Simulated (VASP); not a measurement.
A run of VASP 6.6.1 is set up as follows.

INCAR

```
PREC = Accurate
ENCUT = 500
EDIFF = 1E-6
ISMEAR = 0
SIGMA = 0.1
LREAL = False
LASPH = True
NELM = 120
ALGO = Normal
ISIF = 2
LWAVE = False
LCHARG = False
GGA = CA
NBANDS = 15
GGA_COMPAT = False
```

Contents of KPOINTS:

```
regular mesh
0
Gamma
  6 6 6
```

File POSCAR:

```
BaS
1.0
    0.0000000000      3.1937500000      3.1937500000
    3.1937500000      0.0000000000      3.1937500000
    3.1937500000      3.1937500000      0.0000000000
Ba S
1 1
Direct
    0.0000000000      0.0000000000      0.0000000000
    0.5000000000      0.5000000000      0.5000000000
```

Potentials or basis: VASP PAW LDA potentials, release 64 (Ba_sv, S).

Command:

```sh
$ cat potpaw_LDA.64/Ba_sv/POTCAR potpaw_LDA.64/S/POTCAR > POTCAR
$ mpirun -np 1 vasp_std > vasp.out
```

(1) Estimate the band gap on the k mesh.

(2) Estimate the pressure.

## Answers

(1) 1.90 eV, indirect (least direct gap 2.04 eV).

(2) -1.8 GPa.

Caveat: spin-orbit coupling is left out, which moves the levels of the heavy elements.

**Measured values to compare with.**

A printed reference work, monograph, original work of 1988 reports, for a bulk crystal of BaS at 2 K: band gap 3.806 eV (indirect).

A measured gap of BaS is 3.806 eV (indirect; 2 K; a printed reference work, monograph, original work of 1988); the calculated 1.90 eV misses it by -1.90 eV. So large a miss can be the level of theory's own, or it may mean another phase, state or a wrong row. Spin-orbit coupling on Ba is left out. The value is that of LDA on a finite k mesh, which can miss the band edges, without temperature or zero-point motion. Semilocal functionals fall short of measured gaps as a rule.
